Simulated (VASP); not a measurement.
A run of VASP 6.6.1 is set up as follows.

POSCAR

```
Si
1.0
    0.0000000000      2.7218511865      2.7218511865
    2.7218511865      0.0000000000      2.7218511865
    2.7218511865      2.7218511865      0.0000000000
Si
2
Direct
    0.5000000000      0.5000000000      0.5000000000
    0.7500000000      0.7500000000      0.7500000000
```

INCAR.step1

```
PREC = Accurate
ENCUT = 580
EDIFF = 1E-8
ISMEAR = 0
SIGMA = 0.05
LREAL = F
LASPH = T
NELM = 100
ALGO = Normal
ISIF = 3
LWAVE = F
LCHARG = F
GGA = B5
ALDAX = 1.0
AGGAX = 1.0
AGGAC = 1.0
ALDAC = 0.0
IVDW = 12
VDW_S6 = 1.0
VDW_S8 = 2.6996
VDW_A1 = 0.4298
VDW_A2 = 4.2359
IBRION = 2
NSW = 40
EDIFFG = -0.002
```

INCAR.step2

```
PREC = Accurate
ENCUT = 580
EDIFF = 1E-8
ISMEAR = 0
SIGMA = 0.05
LREAL = F
LASPH = T
NELM = 100
ALGO = Normal
ISIF = 2
LWAVE = F
LCHARG = F
GGA = B5
ALDAX = 1.0
AGGAX = 1.0
AGGAC = 1.0
ALDAC = 0.0
IVDW = 12
VDW_S6 = 1.0
VDW_S8 = 2.6996
VDW_A1 = 0.4298
VDW_A2 = 4.2359
IBRION = 6
NFREE = 2
POTIM = 0.015
NSW = 1
```

KPOINTS

```
regular mesh
0
Gamma
  6 6 6
```

Potentials or basis: VASP PAW PBE potentials, release 64 (Si).

The run is started by

```sh
$ cat potpaw_PBE.64/Si/POTCAR > POTCAR
$ cp INCAR.step1 INCAR
$ mpirun -np 1 vasp_std > vasp.out
$ cp CONTCAR POSCAR
$ cp INCAR.step2 INCAR
$ mpirun -np 1 vasp_std > vasp.out
```

(1) Estimate the highest phonon frequency at Γ.

(2) Estimate the dispersion energy per atom.

(3) Estimate the relaxed cell.

(4) Predict the relaxed volume.

Results:

(1) 517 cm⁻¹.

(2) -0.703 eV.

(3) a = 3.831 Å, b = 3.831 Å, c = 3.831 Å, α = 60.00°, β = 60.00°, γ = 60.00°.

(4) 19.88 Å³/atom.

Caveat: the PAW data sets were made with another functional, which shifts forces and pressure a little.
